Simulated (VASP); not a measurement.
ZrC, 2 atoms in the cell. Symmetry: Fm-3m, No. 225, cubic system. The conventional cell has a = 4.700 Å, b = 4.700 Å, c = 4.700 Å, α = 90.00°, β = 90.00°, γ = 90.00°. Around Zr (site symmetry m-3m) lie 6 C at 2.35 Å. C (site symmetry m-3m) has 6 Zr at 2.35 Å as nearest neighbours. 

* Program: VASP 6.6.1
* Task: electric field gradients
* Functional: LDA
* Potentials or basis: VASP PAW LDA potentials, release 64 (Zr_sv, C)
* Cutoff: 520 eV
* k mesh: 15 × 15 × 15
* Occupations: fermi-dirac, width 0.05 eV
* Spin: no spin polarisation
* Dipole correction: no
* Further INCAR settings: ALGO = Normal; EDIFF = 1e-08; NBANDS = 15

Potentials or basis: VASP PAW LDA potentials, release 64 (Zr_sv, C).

The run is started by

```bash
$ cat potpaw_LDA.64/Zr_sv/POTCAR potpaw_LDA.64/C/POTCAR > POTCAR
$ mpirun -np 1 vasp_std > vasp.out
```

Hardware: 1 thread of Intel(R) Xeon(R) Platinum 8488C (Sapphire Rapids), with other jobs on the host.

Q: How long does it take, and how much memory?

A: Run time: 47 s on 1 thread of Intel(R) Xeon(R) Platinum 8488C (Sapphire Rapids) (shared host), peak memory 0.17 GiB. Counts: scf iterations 15, k points 120.
